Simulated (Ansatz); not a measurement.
**A Se vacancy in rocksalt PbSe, 63 atoms, charge +1**

All numbers come from Ansatz (PAW, plane waves, no spin–orbit coupling) at the single k point (¼, ¼, ¼) without its symmetry partners. The atoms were relaxed with PBEsol in a fixed cell; other functionals are single points on those atoms unless said otherwise. The valence top and gap of the host come from the perfect supercell at Γ, which can miss a band edge that doesn't fold there, PBEsol gap 0.11 eV, r²SCAN gap 0.52 eV. The charge correction uses an assumed dielectric constant of 210.

Cell: a = 12.200 Å, b = 12.200 Å, c = 12.200 Å, α = 90.00°, β = 90.00°, γ = 90.00°.

Nearest atoms after relaxation, from the placed atom (for vacancies from the middle of the vacant sites): Pb at 3.08 Å, Pb at 3.09 Å, Pb at 3.09 Å, Pb at 3.12 Å, Pb at 3.13 Å, Pb at 3.13 Å.

Chemical potentials μ are those of reference phases of the elements at zero temperature by the same functional (the usual solids, diamond for C, grey Sn, and the molecules H2, N2, O2, F2, Cl2, Br2 and S8).

```csv
functional,E(defect) − E(host) − Σ nμ + q·E_VBM (eV),monopole (eV),alignment (eV),formation energy at E_F = VBM (eV),moment (μB),"wall time, shared host"
PBEsol,2.22,0.01,-0.19,2.04,1.0,12 s on NVIDIA GB300 (relaxation)
```

Question: Estimate the formation energy and moment that r²SCAN gives on these atoms.

Answer: 2.22 eV at E_F = VBM (2.40 eV before the monopole term 0.01 eV and the alignment -0.19 eV), moment 1.0 μB.

Question: How does the monopole term follow by hand for this cubic cell?

Answer: q²·α·e²/(4πε₀)/(2εL) with the Madelung constant α = 2.837 and e²/4πε₀ = 14.40 eV·Å: 1 × 2.837 × 14.40 / (2 × 210 × 12.200) = 0.01 eV.

r²SCAN one-electron levels near the gap (the ten most localised at most), from the host's valence top, not corrected for the charge's images:

| level (eV) | spin | filling | atoms sharing it | element of the atom with most weight |
| --- | --- | --- | --- | --- |
| -0.04 | up | 1.00 | 13.2 | Pb |
| 0.29 | down | 0.00 | 12.7 | Pb |

All elements are taken at their own reference at once; growth conditions in equilibrium with the host shift these energies, by up to the host's formation enthalpy.

One k point and a cell of this size can leave errors of several tenths of an eV in such numbers.
